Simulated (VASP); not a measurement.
# Si (P6_3/mmc) in VASP: further runs

One crystal, Si, is run at these levels: PBE, LDA; tasks: relaxation of shape and atoms at fixed volume, relaxation of cell and atoms.

Everything below comes from runs of VASP 6.6.1. Logs are shortened: lines on timing, memory, paths and dates and some standing lists are left out, and cuts for length are marked.

## Step 1: The structure

Symmetry: P6_3/mmc, No. 194, hexagonal system. Conventional cell: a = 2.666 Å, b = 2.666 Å, c = 4.506 Å, α = 90.00°, β = 90.00°, γ = 120.00°. Si (site symmetry -6m2) is surrounded by 12 Si at 2.67 to 2.73 Å.

This isn't the form of Si at room conditions, which is diamond.

## Step 2: Relaxation of shape and atoms at fixed volume, PBE (a relaxed cell with its volume scaled by 1.06)

Input file INCAR:

```
ALGO = Normal
EDIFF = 1E-7
EDIFFG = -0.01
ENCUT = 600
GGA = PE
IBRION = 2
ISIF = 4
ISMEAR = 0
LASPH = T
LCHARG = F
LREAL = F
LWAVE = F
NELM = 80
NSW = 40
PREC = Accurate
SIGMA = 0.03
```

Input file KPOINTS:

```
k-points
0
Gamma
  12 12 6
```

Input file POSCAR:

```
Si                                      
1.0
    2.7496976565      0.0000000000      0.0000000000
   -1.3748488283      2.3813080233      0.0000000000
    0.0000000000      0.0000000000      4.6238997747
  Si            
     2
Direct
     0.3333333300000021    0.6666666699999979    0.2500000000000000
     0.6666666699999979    0.3333333300000021    0.7500000000000000
```

Potentials or basis: VASP PAW PBE potentials, release 64 (Si).

Command:

```
$ cat potpaw_PBE.64/Si/POTCAR > POTCAR
$ mpirun -np 1 vasp_std > vasp.out
```

OUTCAR:

```text
EDIFF = 1E-7
   EDIFFG = -0.01
   ENCUT = 600
   GGA = PE
   IBRION = 2
   ISIF = 4
   ISMEAR = 0
   LASPH = T
   LREAL = F
   NELM = 80
   NSW = 40
   PREC = Accurate

 ion  position               nearest neighbor table
   1  0.333  0.667  0.250-   2 2.80   2 2.80   2 2.80   2 2.80   2 2.80   2 2.80
   2  0.667  0.333  0.750-   1 2.80   1 2.80   1 2.80   1 2.80   1 2.80   1 2.80

  LATTYP: Found a hexagonal cell.
 ALAT       =     2.7496976565
 C/A-ratio  =     1.6816029805

  Lattice vectors:

 A1 = (   2.7496976565,   0.0000000000,   0.0000000000)
 A2 = (  -1.3748488283,   2.3813080233,   0.0000000000)
 A3 = (   0.0000000000,   0.0000000000,   4.6238997747)

Analysis of symmetry for initial positions (statically):
=====================================================================
 Subroutine PRICEL returns:
 Original cell was already a primitive cell.

 Routine SETGRP: Setting up the symmetry group for a
 hexagonal supercell.

 Subroutine GETGRP returns: Found 24 space group operations
 (whereof 12 operations were pure point group operations)
 out of a pool of 24 trial point group operations.

The static configuration has the point symmetry D_3d.
 The point group associated with its full space group is D_6h.

Analysis of symmetry for dynamics (positions and initial velocities):
=====================================================================
 Subroutine PRICEL returns:
 Original cell was already a primitive cell.

 Routine SETGRP: Setting up the symmetry group for a
 hexagonal supercell.

 Subroutine GETGRP returns: Found 24 space group operations
 (whereof 12 operations were pure point group operations)
 out of a pool of 24 trial point group operations.

The dynamic configuration has the point symmetry D_3d.
 The point group associated with its full space group is D_6h.

 Subroutine INISYM returns: Found 24 space group operations
 (whereof 12 operations are pure point group operations),
 and found     1 'primitive' translations

----------------------------------------------------------------------------------------

                                     Primitive cell

  volume of cell :      30.2767

  direct lattice vectors                    reciprocal lattice vectors
     2.749697656  0.000000000  0.000000000     0.363676347  0.209968637  0.000000000
    -1.374848828  2.381308023  0.000000000     0.000000000  0.419937274  0.000000000
     0.000000000  0.000000000  4.623899775     0.000000000  0.000000000  0.216267663

  length of vectors
     2.749697656  2.749697657  4.623899775     0.419937274  0.419937274  0.216267663

[... 89 lines left out ...]
   TEBEG  =    0.0;   TEEND  =   0.0 temperature during run
   PSTRESS=    0.0 pullay stress
   NELECT =       8.0000    total number of electrons
   NUPDOWN=      -1.0000    fix difference up-down
   EMIN   =  10.00;   EMAX   =-10.00  energy-range for DOS
   EFERMI =   0.00;   METHOD = LEGACY
   ISMEAR =     0;   SIGMA  =   0.03  broadening in eV -4-tet -1-fermi 0-gaus
   EFERMI_NEDOS =   21; number of points for ismear=-14 and -15
   IALGO  =     38    algorithm
   IMIX   =      4    mixing-type and parameters
     AMIX     =   0.40;   BMIX     =  1.00
     AMIX_MAG =   1.60;   BMIX_MAG =  1.00
  volume/ion in A,a.u.               =      15.14       102.16
  Fermi-wavevector in a.u.,A,eV,Ry     =   1.050514  1.985184 15.015113  1.103580
  Thomas-Fermi vector in A             =   2.185520
   LORBIT       =      0    0 simple, 1 ext, 2 COOP (PROOUT), +10 PAW based schemes
   GGA     = PE    functional components
   LHFCALC =     F    Hartree Fock is set to
   AEXX    =    0.0000 exact exchange contribution
   IVDW    =     0    specifies the selected vdW correction
   LEPSILON=     F    determine dielectric tensor
   LRPA    =     F    only Hartree local field effects (RPA)
 conjugate gradient relaxation of ions
 non-spin polarized calculation
 Gauss-broadening in eV      SIGMA  =   0.03
  energy-cutoff  :      600.00
  volume of cell :       30.28
 maximum number of plane-waves:      1039
 NGX is ok and might be reduce to    24
   NGX = 11   NGY = 11   NGZ = 19

 number of electron       8.0000000 magnetization

 Free energy of the ion-electron system (eV)
  ---------------------------------------------------
  ext. energy  EPLUGINS =         0.00000000
  ---------------------------------------------------
  free energy    TOTEN  =        -9.81481799 eV

  energy without entropy =       -9.81451406  energy(sigma->0) =       -9.81466602

 E-fermi :   9.5913     XC(G=0): -11.0135

 val. band max:        9.4920266927   @ k =   0.2500   0.2500   0.3333
 cond. band min:       9.6122243078   @ k =   0.3333   0.1667   0.1667
 fundamental gap:      0.1201976150
 Fermi energy:         9.5913086700

 k-point     1 :       0.0000    0.0000    0.0000
  band No.  band energies     occupation
      1      -4.4633      2.00000
      2       1.6906      2.00000
      3       2.8041      2.00000
      4      17.8243      0.00000
      5      17.8243      0.00000
      6      19.2653      0.00000
      7      19.2653      0.00000
      8      19.6230      0.00000
[... 243 lines left out ...]
 k-point    24 :       0.3333    0.0000    0.1667
  band No.  band energies     occupation
      1      -1.4545      2.00000
      2       2.9254      2.00000
      3       6.8291      2.00000
      4       7.3289      2.00000
      5      11.0702      0.00000
      6      13.7698      0.00000
      7      15.0924      0.00000
      8      16.0666      0.00000

 [... further k-points ...]

------------------------ aborting loop because EDIFF is reached ----------------------------------------

  FORCE on cell =-STRESS in cart. coord.  units (eV):
  Direction    XX          YY          ZZ          XY          YZ          ZX
  --------------------------------------------------------------------------------------
  -------------------------------------------------------------------------------------
  Total       -0.8656097     -0.8656097     -0.8641906      0.0000000      0.0000000      0.0000000
  in kB      -45.8061478    -45.8061478    -45.7310510      0.0000000      0.0000000      0.0000000
  external PRESSURE =     -45.7811155 kB  Pullay stress =       0.0000000 kB

 VOLUME and BASIS-vectors are now :
 -----------------------------------------------------------------------------
  energy-cutoff  :      600.00
  volume of cell :       30.28
      direct lattice vectors                 reciprocal lattice vectors
     2.749697656  0.000000000  0.000000000     0.363676347  0.209968637  0.000000000
    -1.374848828  2.381308023  0.000000000     0.000000000  0.419937274  0.000000000
     0.000000000  0.000000000  4.623899775     0.000000000  0.000000000  0.216267663

 POSITION                                       TOTAL-FORCE (eV/Angst)
 -----------------------------------------------------------------------------------
     -0.00000      1.58754      1.15597        -0.000000      0.000000      0.000000
      1.37485      0.79377      3.46792         0.000000     -0.000000      0.000000
 -----------------------------------------------------------------------------------
    total drift:                               -0.000000      0.000000      0.000000

  FREE ENERGIE OF THE ION-ELECTRON SYSTEM (eV)
  ---------------------------------------------------
  free  energy   TOTEN  =        -9.8148179858 eV

  energy  without entropy=       -9.8145140557  energy(sigma->0) =       -9.81466602

 reached required accuracy - stopping structural energy minimisation
```

CONTCAR:

```text
Si
   1.00000000000000
     2.7496976565000000    0.0000000000000000    0.0000000000000000
    -1.3748488283000000    2.3813080232999999    0.0000000000000000
     0.0000000000000000    0.0000000000000000    4.6238997746999999
  Si
     2
Direct
     0.3333333300000021    0.6666666699999979    0.2500000000000000
     0.6666666699999979    0.3333333300000021    0.7500000000000000

  0.00000000E+00  0.00000000E+00  0.00000000E+00
  0.00000000E+00  0.00000000E+00  0.00000000E+00
```

Run time: 7.6 s. Hardware: 1 thread of Intel Xeon 6975P-C (Granite Rapids), shared host; peak memory 0.15 GiB.

What came out:

| Item | Value |
| --- | --- |
| Free energy | -9.8148 eV |
| Pressure after relaxing | -4.6 GPa |
| Band gap on the k mesh | none (metal or under the smearing width) |

Final structure:
```yaml
crystal:
  lattice:
    - [2.74970, 0.00000, 0.00000]
    - [-1.37485, 2.38131, 0.00000]
    - [0.00000, 0.00000, 4.62390]
  atoms:
    - { symbol: Si, position: [0.33333, 0.66667, 0.25000] }
    - { symbol: Si, position: [0.66667, 0.33333, 0.75000] }
```

Levels at points of the mesh, in eV from the Fermi level:
```csv
k point,band 1,band 2,band 3,band 4,band 5,band 6,band 7,band 8
"(0.00, 0.00, 0.00)",-14.05,-7.90,-6.79,8.23,8.23,9.67,9.67,10.03
"(0.50, 0.00, 0.00)",-8.09,-7.37,-1.83,-1.64,-1.49,0.15,3.40,5.64
"(0.00, 0.00, 0.50)",-12.37,-12.37,0.71,0.71,9.46,9.46,9.46,9.46
"(0.50, 0.00, 0.50)",-6.43,-6.43,-5.76,-5.76,4.85,4.85,5.38,5.38
```

Caveat: the relaxation stopped at its first step, so nothing moved.

## Step 3: Relaxation of cell and atoms, LDA

Input file INCAR:

```
ALGO = Normal
EDIFF = 1E-6
EDIFFG = -0.01
ENCUT = 600
IBRION = 2
ISIF = 3
ISMEAR = 0
LASPH = True
LCHARG = False
LREAL = False
LWAVE = False
NELM = 80
NSW = 90
PREC = Accurate
SIGMA = 0.03
```

KPOINTS is that of step 2.

Input file POSCAR:

```
Si
1.0
    2.6655775094      0.0000000000      0.0000000000
   -1.3327887547      2.3084578389      0.0000000000
    0.0000000000      0.0000000000      4.5062692700
Si
2
Direct
    0.3333333300      0.6666666700      0.2500000000
    0.6666666700      0.3333333300      0.7500000000
```

Potentials or basis: VASP PAW LDA potentials, release 64 (Si).

Command:

```
$ cat potpaw_LDA.64/Si/POTCAR > POTCAR
$ mpirun -np 1 vasp_std > vasp.out
```

Wall time 13 s (1 thread of Intel Xeon 6975P-C (Granite Rapids), shared host); peak memory 0.14 GiB.

Results (log left out):

```yaml
Free_energy: -11.0896 eV
Relaxed_volume: 13.78 Å³/atom
Relaxed_cell: a = 2.664 Å, b = 2.664 Å, c = 4.483 Å, α = 90.00°, β = 90.00°, γ = 120.00°
Space_group_after_relaxing_to_0.05_Å: P6_3/mmc (No. 194)
Energy_gained_by_relaxing: 0.5 meV/atom
Ionic_steps: 5
Pressure_after_relaxing: 0.0 GPa
Band_gap_on_the_k_mesh: none (metal or under the smearing width)
```

Stress tensor (GPa, compression positive):
```
 0.05  0.00  0.00
 0.00  0.05  0.00
 0.00  0.00 -0.05
```

Step by step:
| step | energy change (eV) | largest force (eV/Å) | pressure (GPa) | volume (Å³) |
| --- | --- | --- | --- | --- |
| 1 | 0.0000 | 0.0000 | -0.63 | 27.73 |
| 2 | -0.0006 | 0.0000 | 0.21 | 27.51 |
| 3 | -0.0009 | 0.0000 | -0.11 | 27.59 |
| 4 | -0.0009 | 0.0000 | -0.12 | 27.60 |
| 5 | -0.0010 | 0.0000 | 0.02 | 27.56 |

Final structure:
```
CELL_PARAMETERS angstrom
2.66437 0.00000 0.00000
-1.33218 2.30741 0.00000
0.00000 0.00000 4.48272
ATOMIC_POSITIONS crystal
Si 0.33333 0.66667 0.25000
Si 0.66667 0.33333 0.75000
```

Levels at points of the mesh, in eV from the Fermi level:
```
           k point  band 1  band 2  band 3  band 4  band 5  band 6  band 7  band 8
(0.00, 0.00, 0.00)  -14.86   -8.17   -7.36    8.91    8.91   10.23   10.23   10.92
(0.50, 0.00, 0.00)   -8.45   -7.87   -1.85   -1.67   -1.42   -0.09    3.68    5.89
(0.00, 0.00, 0.50)  -13.07  -13.07    0.73    0.73   10.27   10.27   10.27   10.27
(0.50, 0.00, 0.50)   -6.72   -6.72   -6.12   -6.12    5.22    5.22    5.89    5.89
```

## Step 4: Relaxation of cell and atoms, LDA

This run uses another cell than the first one, of 13.78 Å³/atom, 0.994 times its volume.

INCAR: that of step 3 with these lines changed.

```diff
@@ -1,4 +1,4 @@
 ALGO = Normal
-EDIFF = 1E-6
-EDIFFG = -0.01
+EDIFF = 1E-7
+EDIFFG = -0.005
 ENCUT = 600
```

KPOINTS is that of step 3.

Input file POSCAR:

```
Si                                      
1.0
    2.6643688975      0.0000000000     -0.0000000000
   -1.3321844487      2.3074111503      0.0000000000
   -0.0000000000      0.0000000000      4.4827190426
  Si            
     2
Direct
     0.3333333300000021    0.6666666699999979    0.2500000000000000
     0.6666666699999979    0.3333333300000021    0.7500000000000000
```

Command:

```
$ cat potpaw_LDA.64/Si/POTCAR > POTCAR
$ mpirun -np 1 vasp_std > vasp.out
```

It took 9.5 s on 1 thread of Intel Xeon 6975P-C (Granite Rapids), shared host; peak memory 0.14 GiB.

It converged, with:

```
Free energy             : -11.0896 eV
Pressure after relaxing : 0.0 GPa
Band gap on the k mesh  : none (metal or under the smearing width)
```

Stress tensor (GPa, compression positive):
```
 0.05  0.00  0.00
 0.00  0.05  0.00
 0.00  0.00 -0.05
```

Final structure:
```
Si
1.0
     2.66437    0.00000    0.00000
    -1.33218    2.30741    0.00000
     0.00000    0.00000    4.48272
Si
2
Cartesian
  0.0000 1.5383 1.1207
  1.3322 0.7691 3.3620
```

Levels at points of the mesh, in eV from the Fermi level:
```tsv
k point	band 2	band 3	band 4	band 5	band 6	band 7
(0.00, 0.00, 0.00)	-8.17	-7.36	8.91	8.91	10.23	10.23
(0.50, 0.00, 0.00)	-7.87	-1.85	-1.67	-1.42	-0.09	3.68
(0.00, 0.00, 0.50)	-13.07	0.73	0.73	10.27	10.27	10.27
(0.50, 0.00, 0.50)	-6.72	-6.12	-6.12	5.22	5.22	5.89
```

Caveat: the relaxation stopped at its first step, so nothing moved.
